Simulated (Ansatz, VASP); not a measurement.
## Pd: VASP beside Ansatz

```
CELL_PARAMETERS angstrom
2.78759 0.00000 0.00000
0.00000 2.78759 0.00000
0.00000 0.00000 17.94225
ATOMIC_POSITIONS crystal
Pd 0.50000 0.50000 0.39014
Pd 0.00000 0.00000 0.49847
Pd 0.50000 0.50000 0.60680
```

Alike in both runs: functional PBE; k mesh 10 × 10 × 1; occupations gaussian, width 0.1 eV; no spin polarisation.

Ansatz relaxed the structure, and its values are those at the end. VASP's run is a single point on that final structure, the one shown.

```csv
,VASP,Ansatz
version,VASP 6.6.1,Ansatz 0.2.0
potentials or method,"VASP PAW PBE potentials, release 64 (Pd)","scalar-relativistic, plane waves, PAW"
plane-wave cutoff (eV),520,420
valence electrons in the cell,30,54
```

Ansatz gave:

```
gap on the k mesh at the Fermi level (eV)  : none
rms of the force components (eV/Å)         : 0.001
work function, face that differs most (eV) : 5.10
```

What did VASP give for the same quantities?

gap on the k mesh at the Fermi level (eV): none; rms of the force components (eV/Å): 0.006; work function, face that differs most (eV): 4.98.

A gap of «none» marks a metal or a gap that the smearing closes. The two sets of potentials don't hold the same shells in valence.
